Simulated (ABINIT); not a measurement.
## Co: single point with PBE

Co:

```xyz
2
Lattice="2.4720 0.0000 0.0000 -1.2360 2.1408 0.0000 0.0000 0.0000 4.0211" Properties=species:S:1:pos:R:3 pbc="T T T"
Co    1.2360    0.7136    3.0159
Co    0.0000    1.4272    1.0053
```

| Property | Result |
| --- | --- |
| Program | ABINIT 10.8.3 (patched build) |
| Task | single point |
| Functional | PBE |
| Potentials or basis | JTH PAW PBE v2.0 |
| Cutoff | 707 eV |
| k mesh | 12 × 12 × 7 |
| Occupations | fermi-dirac, width 0.05 eV |
| Spin | collinear spin, random start |
| Starting moments | [-1.98, -2.34] μB |

* Pressure: 5.1 GPa
* Band gap on the k mesh: none (metal or under the smearing width)
* Net moment: -3.21 μB per cell
* Site moments: Co -1.68 μB
* Valence electrons inside the program's atomic spheres: Co 15.57 (radii [1.1161] Å)

Stress tensor (GPa, compression positive):
```
6.12 0.00 0.00
0.00 6.12 0.00
0.00 0.00 3.11
```

Levels at points of the mesh, in eV from the Fermi level:
Spin up:
| k point | band 11 | band 12 | band 13 | band 14 | band 15 | band 16 | band 17 | band 18 | band 19 | band 20 |
| --- | --- | --- | --- | --- | --- | --- | --- | --- | --- | --- |
| (0.00, 0.00, 0.00) | -1.05 | -0.98 | -0.98 | -0.61 | -0.61 | -0.30 | -0.15 | -0.15 | 1.10 | 1.10 |
| (0.50, 0.00, 0.00) | -3.37 | -1.92 | -1.13 | -1.09 | -0.66 | 1.25 | 1.36 | 1.42 | 2.61 | 4.39 |
Spin down:
| k point | band 15 | band 16 | band 17 | band 18 | band 19 | band 20 | band 21 | band 22 |
| --- | --- | --- | --- | --- | --- | --- | --- | --- |
| (0.00, 0.00, 0.00) | -2.30 | -1.92 | -1.92 | -0.80 | -0.80 | -0.24 | 6.39 | 22.03 |
| (0.50, 0.00, 0.00) | -2.22 | -0.64 | -0.58 | -0.49 | 1.34 | 3.39 | 9.73 | 10.38 |

Run time: 3.7 min on 1 thread of Arm Neoverse V2, with other jobs on the host, peak memory 0.19 GiB.
